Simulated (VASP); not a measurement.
Wanted: the native input for a VASP 6.6.1 run.

```yaml
Task: electrostatic potential
Functional: PBE
Dispersion: D3(BJ)
Potentials_or_basis: VASP PAW PBE potentials, release 64 (Ca_sv, S)
Cutoff: 520 eV
k_mesh: 8 × 8 × 8
Occupations: gaussian, width 0.02 eV
Spin: no spin polarisation
Further_INCAR_settings: ALGO = Normal; EDIFF = 1e-06
```

The structure of CaS lies in POSCAR:

```
CaS                                     
1.0
   -0.0000000000      2.8202896959      2.8202896959
    2.8202896959      0.0000000000      2.8202896959
    2.8202896959      2.8202896959      0.0000000000
  Ca              S             
     1     1
Direct
     0.0000000000000000    0.0000000000000000    0.0000000000000000
     0.5000000000000000    0.5000000000000000    0.5000000000000000
```

The cell was built by a generator and needn't be a form met in nature.

These files were run (other wordings do the same):

INCAR

```
PREC = Accurate
ENCUT = 520
EDIFF = 1E-6
ISMEAR = 0
SIGMA = 0.02
LREAL = F
LASPH = T
NELM = 100
ALGO = Normal
ISIF = 2
LWAVE = F
LCHARG = T
GGA = PE
IVDW = 12
LVHAR = T
```

KPOINTS

```
Automatic mesh
0
Gamma
  8 8 8
```

Potentials or basis: VASP PAW PBE potentials, release 64 (Ca_sv, S).

Run with:

```sh
$ cat potpaw_PBE.64/Ca_sv/POTCAR potpaw_PBE.64/S/POTCAR > POTCAR
$ mpirun -np 1 vasp_std > vasp.out
```

It gave:

```yaml
Pressure: 0.0 GPa
Band_gap_on_the_k_mesh: 2.29 eV, indirect (least direct gap 3.12 eV)
Dispersion_energy_per_atom: -0.345 eV
```

It took 23 s on 1 thread of AMD EPYC 7R43 64-Core Processor (Zen 3), with other jobs on the host, peak memory 0.15 GiB.
